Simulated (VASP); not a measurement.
InPd: single point with PBE

InPd:

```
CELL_PARAMETERS angstrom
0.00000 2.74607 2.74607
2.74607 0.00000 2.74607
2.74607 2.74607 0.00000
ATOMIC_POSITIONS crystal
In 0.99542 0.99723 0.99195
Pd 0.50340 0.50104 0.50588
```

The cell was built by a generator and needn't be a form met in nature.

The cell isn't the ideal one: atoms moved at random, drawn with an rms of 0.05 Å.

```
Program                : VASP 6.6.1
Task                   : single point
Functional             : PBE
Potentials or basis    : VASP PAW PBE potentials, release 64 (In_d, Pd)
Cutoff                 : 520 eV
k mesh                 : 8 × 8 × 8
Occupations            : fermi-dirac, width 0.05 eV
Spin                   : no spin polarisation
Further INCAR settings : ALGO = Normal; EDIFF = 1e-07; NBANDS = 18
```

* Pressure: 0.5 GPa
* Largest force: 0.391 eV/Å
* Band gap on the k mesh: none (metal or under the smearing width)

Forces on the atoms (eV/Å):
```
In   0.226  0.282  0.149
Pd  -0.226 -0.282 -0.149
```

Stress tensor (GPa, compression positive):
```
 0.51 -0.10 -0.05
-0.10  0.68 -0.06
-0.05 -0.06  0.32
```

Levels at points of the mesh, in eV from the Fermi level:
```csv
k point,band 9,band 10,band 11,band 12,band 13,band 14,band 15,band 16
"(0.00, 0.00, 0.00)",-2.84,-2.60,-2.60,5.40,5.40,5.42,8.78,10.95
"(0.50, 0.00, 0.00)",-3.57,-2.46,-2.45,-1.39,6.97,7.17,7.51,7.83
"(0.00, 0.50, 0.00)",-3.57,-2.46,-2.46,-1.39,6.96,7.17,7.51,7.84
"(0.00, 0.00, 0.50)",-3.57,-2.46,-2.45,-1.38,7.02,7.18,7.51,7.80
"(0.50, 0.50, 0.50)",-3.59,-2.46,-2.46,-1.38,7.21,7.26,7.37,7.74
"(0.50, 0.50, 0.00)",-2.40,-2.25,-2.25,-0.05,1.47,1.49,4.62,7.72
"(0.00, 0.50, 0.50)",-2.40,-2.25,-2.25,-0.05,1.47,1.49,4.62,7.72
"(0.50, 0.00, 0.50)",-2.39,-2.25,-2.25,-0.05,1.47,1.48,4.62,7.72
```

Run time: 110 s on 1 thread of Intel(R) Xeon(R) Platinum 8488C (Sapphire Rapids), with other jobs on the host, peak memory 0.33 GiB.
